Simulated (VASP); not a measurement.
Input of a VASP 6.6.1 run:

Contents of INCAR:

```
SYSTEM = BN
PREC = Accurate
ENCUT = 520
EDIFF = 1E-7
ISMEAR = 0
SIGMA = 0.02
LREAL = .False.
LASPH = .True.
NELM = 80
ALGO = Fast
ISIF = 3
LWAVE = .False.
LCHARG = .False.
GGA = PE
IBRION = 2
NSW = 80
EDIFFG = -0.002
```

File KPOINTS:

```
Automatic mesh
0
Gamma
  6 6 6
  0 0 0
```

POSCAR

```
BN
1.0
    0.0000000000      1.8075000000      1.8075000000
    1.8075000000      0.0000000000      1.8075000000
    1.8075000000      1.8075000000      0.0000000000
B N
1 1
Direct
    0.0000000000      0.0000000000      0.0000000000
    0.2500000000      0.2500000000      0.2500000000
```

Potentials or basis: VASP PAW PBE potentials, release 64 (B, N).

Launch:

```sh
$ cat potpaw_PBE.64/B/POTCAR potpaw_PBE.64/N/POTCAR > POTCAR
$ mpirun -np 1 vasp_std > vasp.out
```

(1) Estimate the band gap on the k mesh.

(2) Predict the space group after relaxing (to 0.05 Å).

(3) Predict the relaxed cell.

(4) Estimate the relaxed volume.

Answers

(1) 4.45 eV, indirect (least direct gap 8.78 eV).

(2) F-43m (No. 216).

(3) a = 2.564 Å, b = 2.564 Å, c = 2.564 Å, α = 60.00°, β = 60.00°, γ = 60.00°.

(4) 5.96 Å³/atom.

Caveat: the k mesh is coarse (spacing up to 0.50 Å⁻¹), so the values aren't converged.
